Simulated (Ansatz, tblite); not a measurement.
# TiTe₂ with GFN2-xTB from a Python script

These are simulated results from tblite 0.8.0, not measurements. The cell was built from a prototype and was relaxed with r2SCAN in plane waves (Ansatz 0.2.0). It may be hypothetical. It is a single sheet, repeated along a and b, with vacuum along c. All runs are without spin polarisation.

In-plane lattice: a = 3.788 Å, b = 3.788 Å, γ = 120.0°; thickness between the outer nuclei 3.42 Å. Ti has 6 Te at 2.78 Å; Te has 3 Ti at 2.78 Å.

tblite solves periodic systems at the zone centre alone, so the script builds a cluster of 3×3×1 conventional cells (27 atoms), which folds in a coarse mesh of k points.

Input script:

```python
import json
from ase import Atoms
from ase.build import make_supercell
from ase.units import Bohr, GPa, Hartree
from tblite.interface import Calculator

atoms = Atoms(['Ti', 'Te', 'Te'],
              cell=[[3.788087, 0.0, -0.0], [-1.894044, 3.28058, -0.0], [-0.0, -0.0, 31.034823]],
              scaled_positions=[[-0.0, -0.0, 0.289997], [0.333333, 0.666667, 0.345034], [0.666667, 0.333333, 0.234959]],
              pbc=True)
cluster = make_supercell(atoms, [[3, 0, 0], [0, 3, 0], [0, 0, 1]])
calc = Calculator('GFN2-xTB', cluster.numbers, cluster.positions / Bohr, lattice=cluster.cell[:] / Bohr, periodic=cluster.pbc)
calc.set('temperature', 0.02 / Hartree)
calc.set('max-iter', 150)
res = calc.singlepoint()
levels = res.get('orbital-energies') * Hartree
nv = round(res.get('orbital-occupations').sum() / 2)
cells = len(cluster) // len(atoms)
out = {'energy_per_cell': res.get('energy') * Hartree / cells, 'homo': levels[nv - 1], 'lumo': levels[nv],
       'stress': (-res.get('virial') * Hartree / cluster.get_volume() / GPa).tolist(), 'charges': res.get('charges')[:len(atoms)].tolist(), 'electrons': 2 * nv / cells}
json.dump(out, open('results.json', 'w'))
for key, value in out.items():
    print(key, value)
```

Command: `python run.py`. It took 1.7 s on 1 thread of Arm Neoverse V1, with other jobs on the host, peak memory 0.098 GiB.

What it printed:

```
------------------------------------------------------------
  cycle        total energy    energy error   density error
------------------------------------------------------------
      1     -70.41448965355  -7.0647835E+01   7.5827389E-01
      2     -64.38075471213   6.0337349E+00   5.6687308E-01
      3     -60.91671428702   3.4640404E+00   5.6025653E-01
      4     -70.50100728252  -9.5842930E+00   2.9607555E-01
      5     -70.56638306101  -6.5375778E-02   2.3819484E-01
      6     -70.76165122092  -1.9526816E-01   8.2113920E-02
      7     -70.32393142404   4.3771980E-01   2.2378097E-01
      8     -70.50813072197  -1.8419930E-01   1.6532339E-01
      9     -70.67748907704  -1.6935836E-01   1.2123506E-01
     10     -70.75130221323  -7.3813136E-02   5.8675793E-02
     11     -70.72645861932   2.4843594E-02   6.9725186E-02
     12     -70.76167538529  -3.5216766E-02   4.6128700E-02
     13     -70.77120648407  -9.5310988E-03   3.8542891E-02
     14     -70.78710532775  -1.5898844E-02   2.0573772E-02
     15     -70.79651886257  -9.4135348E-03   5.7038958E-03
     16     -70.79224513439   4.2737282E-03   1.1448529E-02
     17     -70.79458838950  -2.3432551E-03   9.2238263E-03
     18     -70.79660982957  -2.0214401E-03   4.5581433E-03
     19     -70.79686541609  -2.5558653E-04   4.3677524E-03
     20     -70.79683936102   2.6055077E-05   4.6209955E-03
     21     -70.79717138944  -3.3202843E-04   1.8308649E-03
     22     -70.79719678138  -2.5391936E-05   1.1399954E-03
     23     -70.79720026104  -3.4796593E-06   9.7824886E-04
     24     -70.79719458760   5.6734420E-06   1.0896773E-03
     25     -70.79720484887  -1.0261277E-05   7.7872151E-04
     26     -70.79720065361   4.1952593E-06   9.0689871E-04
     27     -70.79720692961  -6.2759964E-06   6.5393929E-04
     28     -70.79720712732  -1.9771075E-07   6.1036718E-04
     29     -70.79719723046   9.8968651E-06   8.8547869E-04
     30     -70.79720535437  -8.1239098E-06   5.8785285E-04
     31     -70.79720916196  -3.8075982E-06   4.1475673E-04
     32     -70.79721164534  -2.4833774E-06   2.6214215E-04
     33     -70.79721157329   7.2056295E-08   2.6869734E-04
     34     -70.79721157373  -4.4191495E-10   2.6895914E-04
     35     -70.79721173221  -1.5848188E-07   3.0473727E-04
     36     -70.79721167992   5.2284392E-08   2.7139693E-04
     37     -70.79721213646  -4.5653384E-07   2.2076351E-04
     38     -70.79721191664   2.1981424E-07   2.4893165E-04
     39     -70.79721238897  -4.7232693E-07   1.8116421E-04
     40     -70.79721263336  -2.4438445E-07   1.1894672E-04
     41     -70.79721267992  -4.6563386E-08   9.1929276E-05
     42     -70.79721271053  -3.0611247E-08   8.1447170E-05
     43     -70.79721277115  -6.0620508E-08   5.8112293E-05
     44     -70.79721276385   7.3014945E-09   6.0748619E-05
     45     -70.79721276533  -1.4845085E-09   6.0710198E-05
     46     -70.79721278388  -1.8550665E-08   5.8093909E-05
     47     -70.79721278586  -1.9801973E-09   5.6201470E-05
     48     -70.79721279393  -8.0631111E-09   4.8758921E-05
     49     -70.79721282183  -2.7897258E-08   1.8875041E-05
------------------------------------------------------------

 total:                                   1.011 sec
energy_per_cell -214.05447639377388
homo -10.518405660206728
lumo -10.492427598979607
stress [[0.19653004826174394, -8.361811366813632e-06, 1.0428981913235942e-05], [-8.36181136677294e-06, 0.19652009252952338, -7.421792627684625e-06], [1.0428981913163861e-05, -7.421792627647499e-06, 0.49785052985559647]]
charges [-0.024462372472266902, 0.012245489441849486, 0.012247539979323666]
electrons 16.0
```

The cycle table is in hartree for the whole cluster, and the lines after it are in eV (the energy for one cell). The printed stress is in GPa and positive in compression, and the pressure is its mean diagonal, here averaged over the vacuum too.

GFN2-xTB gives a level spacing of 0.03 eV, too small to call a gap. On the same cell, plane-wave PBE (Ansatz, 12×12×1 k points and the special points) gives no gap (an overlap of 0.47 eV at the points read) and r2SCAN no gap (an overlap of 0.43 eV at the points read); on shared hosts these took about 17 and 44 core-seconds on the 3-atom cell, against 1.7 for the script. Spin-orbit coupling, left out in all these runs, can cut or reorder the gap by tenths of an eV, up to about 1 eV with Pb or Bi.

xTB was fitted mostly to molecules, and a small cluster samples few k points, so gaps, pressures and kinks along a curve can be far from a solid's.

Spin-orbit coupling is left out, which matters wherever the heavy atoms make up the band edges.
